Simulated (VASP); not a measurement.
# SnS (Pnma) in VASP: further runs, part 2 of 2

VASP 6.6.1. The steps go on from the part before.

### 3 Relaxation of cell and atoms, LDA

This run uses another cell than the first one, of 24.19 Å³/atom, 1.033 times its volume.

INCAR

```
PREC = Accurate
ENCUT = 600
EDIFF = 1E-6
ISMEAR = 0
SIGMA = 0.03
LREAL = False
LASPH = True
NELM = 80
ALGO = Normal
ISIF = 3
LWAVE = False
LCHARG = False
GGA = CA
IBRION = 2
NSW = 90
EDIFFG = -0.01
KPAR = 2
```

KPOINTS

```
Automatic mesh
0
Gamma
  4 8 6
```

POSCAR

```
SnS
1.0
   11.2000000000      0.0000000000      0.0000000000
    0.0000000000      3.9870000000      0.0000000000
    0.0000000000      0.0000000000      4.3340000000
Sn S
4 4
Direct
    0.1194000000      0.2500000000      0.1198000000
    0.3806000000      0.7500000000      0.6198000000
    0.6194000000      0.2500000000      0.3802000000
    0.8806000000      0.7500000000      0.8802000000
    0.8508000000      0.2500000000      0.4793000000
    0.6492000000      0.7500000000      0.9793000000
    0.3508000000      0.2500000000      0.0207000000
    0.1492000000      0.7500000000      0.5207000000
```

Potentials or basis: VASP PAW LDA potentials, release 64 (Sn_d, S).

Command:

```sh
cat potpaw_LDA.64/Sn_d/POTCAR potpaw_LDA.64/S/POTCAR > POTCAR
mpirun -np 2 vasp_std > vasp.out
```

It took 60 min on 2 MPI ranks of Intel Xeon Platinum 8259CL at 2.50GHz (Skylake/Cascade Lake), shared host; peak memory 0.6 GiB.

Results (log left out):

```yaml
Free_energy: -40.5047 eV
Relaxed_volume: 22.72 Å³/atom
Relaxed_cell: a = 10.960 Å, b = 3.949 Å, c = 4.199 Å, α = 90.00°, β = 90.00°, γ = 90.00°
Space_group_after_relaxing_to_0.05_Å: Pnma (No. 62)
Energy_gained_by_relaxing: 11.3 meV/atom
Ionic_steps: 15
Pressure_after_relaxing: 0.0 GPa
Largest_force_after_relaxing: 0.010 eV/Å
Band_gap_on_the_k_mesh: 0.65 eV, indirect (least direct gap 1.04 eV)
```

Forces in eV/Å, atoms in the order of the input:
```
Sn   0.008  0.000 -0.006
Sn  -0.008  0.000 -0.006
Sn   0.008  0.000  0.006
Sn  -0.008  0.000  0.006
S    0.001  0.000  0.001
S   -0.001  0.000  0.001
S    0.001  0.000 -0.001
S   -0.001  0.000 -0.001
```

Step by step:
```
step  energy change (eV)  largest force (eV/Å)  pressure (GPa)  volume (Å³)
   1              0.0000                0.0444           -2.34       193.53
   2             -0.0468                0.3207            0.91       183.79
   3             -0.0543                0.2171           -0.02       186.35
   4             -0.0674                0.1621           -0.02       185.29
   5             -0.0834                0.0606            0.04       182.64
   6             -0.0837                0.0525            0.10       182.14
   7             -0.0881                0.0489           -0.11       181.99
   8             -0.0882                0.0442           -0.09       182.01
   9             -0.0894                0.0253            0.11       181.50
  10             -0.0895                0.0285            0.19       181.31
  11             -0.0901                0.0190            0.06       181.66
  12             -0.0901                0.0207            0.01       181.74
  13             -0.0903                0.0190           -0.01       181.78
  14             -0.0905                0.0158           -0.07       181.88
  15             -0.0906                0.0097            0.01       181.74
```

Final structure:
```
Sn S
1.0
    10.96010    0.00000    0.00000
     0.00000    3.94855    0.00000
     0.00000    0.00000    4.19948
Sn S
4 4
Direct
  0.11713 0.25000 0.11296
  0.38287 0.75000 0.61296
  0.61713 0.25000 0.38704
  0.88287 0.75000 0.88704
  0.85397 0.25000 0.47214
  0.64603 0.75000 0.97214
  0.35397 0.25000 0.02786
  0.14603 0.75000 0.52786
```

Levels at points of the mesh, in eV from the valence-band top:
| k point | band 37 | band 38 | band 39 | band 40 | band 41 | band 42 | band 43 | band 44 |
| --- | --- | --- | --- | --- | --- | --- | --- | --- |
| (0.00, 0.00, 0.00) | -2.06 | -1.29 | -0.89 | -0.75 | 0.65 | 2.90 | 2.95 | 3.04 |
| (0.50, 0.00, 0.00) | -2.33 | -2.33 | -0.77 | -0.77 | 2.55 | 2.55 | 2.74 | 2.74 |
| (0.00, 0.50, 0.00) | -1.09 | -1.09 | -0.83 | -0.83 | 1.01 | 1.01 | 1.71 | 1.71 |
| (0.50, 0.50, 0.00) | -1.08 | -1.08 | -1.08 | -1.08 | 1.54 | 1.54 | 1.54 | 1.54 |
| (0.00, 0.00, 0.50) | -1.00 | -1.00 | -0.12 | -0.12 | 1.35 | 1.35 | 1.74 | 1.74 |
| (0.50, 0.00, 0.50) | -0.75 | -0.75 | 0.00 | 0.00 | 1.20 | 1.20 | 1.79 | 1.79 |
| (0.00, 0.50, 0.50) | -2.71 | -2.71 | -1.64 | -1.64 | 2.68 | 2.68 | 2.98 | 2.98 |
| (0.50, 0.50, 0.50) | -1.84 | -1.84 | -1.84 | -1.84 | 2.47 | 2.47 | 2.47 | 2.47 |

Caveat: spin-orbit coupling is left out, which moves the levels of the heavy elements.

### 4 Relaxation of cell and atoms, LDA

This run uses another cell than the first one, of 22.72 Å³/atom, 0.970 times its volume.

Edit INCAR of step 3 so:

```diff
@@ -2,3 +2,3 @@
 ENCUT = 600
-EDIFF = 1E-6
+EDIFF = 1E-7
 ISMEAR = 0
@@ -15,3 +15,3 @@
 NSW = 90
-EDIFFG = -0.01
+EDIFFG = -0.005
 KPAR = 2
```

KPOINTS is that of step 3.

POSCAR

```
SnS                                     
1.0
   10.9600978954      0.0000000000      0.0000000000
    0.0000000000      3.9485512464      0.0000000000
    0.0000000000      0.0000000000      4.1994780185
  Sn              S             
     4     4
Direct
     0.1171268378582451    0.2500000000000000    0.1129553441528476
     0.3828731621417549    0.7500000000000000    0.6129553441528477
     0.6171268378582452    0.2500000000000000    0.3870446558471524
     0.8828731621417548    0.7500000000000000    0.8870446558471523
     0.8539653480455417    0.2500000000000000    0.4721416653791105
     0.6460346519544583    0.7500000000000000    0.9721416653791105
     0.3539653480455416    0.2500000000000000    0.0278583346208895
     0.1460346519544582    0.7500000000000000    0.5278583346208895
```

Command:

```sh
cat potpaw_LDA.64/Sn_d/POTCAR potpaw_LDA.64/S/POTCAR > POTCAR
mpirun -np 2 vasp_std > vasp.out
```

It took 53 min on 2 MPI ranks of Intel Xeon Platinum 8259CL at 2.50GHz (Skylake/Cascade Lake), shared host; peak memory 0.58 GiB.

Results (log left out):

```
Free energy                            : -40.5044 eV
Relaxed volume                         : 22.69 Å³/atom
Relaxed cell                           : a = 10.971 Å, b = 3.953 Å, c = 4.186 Å, α = 90.00°, β = 90.00°, γ = 90.00°
Space group after relaxing (to 0.05 Å) : Pnma (No. 62)
Energy gained by relaxing              : 0.1 meV/atom
Ionic steps                            : 21
Pressure after relaxing                : 0.0 GPa
Largest force after relaxing           : 0.004 eV/Å
Band gap on the k mesh                 : 0.62 eV, indirect (least direct gap 1.03 eV)
```

Forces in eV/Å, atoms in the order of the input:
```
Sn   0.003  0.000  0.000
Sn  -0.003  0.000  0.000
Sn   0.003  0.000  0.000
Sn  -0.003  0.000  0.000
S    0.002  0.000  0.003
S   -0.002  0.000  0.003
S    0.002  0.000 -0.003
S   -0.002  0.000 -0.003
```

Step by step:
```csv
step,energy change (eV),largest force (eV/Å),pressure (GPa),volume (Å³)
1,0.0000,0.0108,-0.01,181.74
2,0.0000,0.0099,0.00,181.71
3,-0.0001,0.0119,0.05,181.62
4,-0.0001,0.0115,0.04,181.64
5,-0.0001,0.0104,0.02,181.69
6,-0.0002,0.0082,-0.03,181.80
7,-0.0002,0.0076,-0.04,181.84
8,-0.0002,0.0073,-0.04,181.83
9,-0.0003,0.0077,-0.03,181.78
10,-0.0003,0.0128,-0.01,181.68
11,-0.0003,0.0101,-0.01,181.72
12,-0.0003,0.0089,0.00,181.68
13,-0.0003,0.0059,0.02,181.55
14,-0.0004,0.0060,0.01,181.57
15,-0.0004,0.0074,-0.01,181.59
16,-0.0004,0.0103,-0.04,181.63
17,-0.0004,0.0085,-0.02,181.61
18,-0.0004,0.0077,0.00,181.58
19,-0.0004,0.0079,0.02,181.51
20,-0.0004,0.0069,0.01,181.52
21,-0.0005,0.0037,0.00,181.55
```

Final structure:
```xyz
8
Lattice="10.9711 0.0000 0.0000 0.0000 3.9533 0.0000 0.0000 0.0000 4.1859" Properties=species:S:1:pos:R:3 pbc="T T T"
Sn    1.2901    0.9883    0.4572
Sn    4.1954    2.9650    2.5502
Sn    6.7757    0.9883    1.6357
Sn    9.6810    2.9650    3.7287
S     9.3690    0.9883    1.9812
S     7.0877    2.9650    4.0742
S     3.8834    0.9883    0.1117
S     1.6021    2.9650    2.2046
```

Levels at points of the mesh, in eV from the valence-band top:
```csv
k point,band 36,band 37,band 38,band 39,band 40,band 41,band 42,band 43,band 44,band 45
"(0.00, 0.00, 0.00)",-2.30,-2.07,-1.33,-0.88,-0.75,0.62,2.92,2.97,3.08,3.40
"(0.50, 0.00, 0.00)",-2.56,-2.34,-2.34,-0.77,-0.77,2.57,2.57,2.74,2.74,4.04
"(0.00, 0.50, 0.00)",-2.14,-1.10,-1.10,-0.79,-0.79,1.01,1.01,1.73,1.73,1.85
"(0.50, 0.50, 0.00)",-2.52,-1.06,-1.06,-1.06,-1.06,1.54,1.54,1.54,1.54,2.34
"(0.00, 0.00, 0.50)",-1.88,-1.00,-1.00,-0.12,-0.12,1.36,1.36,1.71,1.71,1.88
"(0.50, 0.00, 0.50)",-2.23,-0.75,-0.75,0.00,0.00,1.20,1.20,1.76,1.76,1.78
"(0.00, 0.50, 0.50)",-3.65,-2.70,-2.70,-1.67,-1.67,2.69,2.69,2.98,2.98,4.53
"(0.50, 0.50, 0.50)",-4.28,-1.85,-1.85,-1.85,-1.85,2.47,2.47,2.47,2.47,4.72
```

Caveat: spin-orbit coupling is left out, which moves the levels of the heavy elements. A k mesh can miss the band edges.
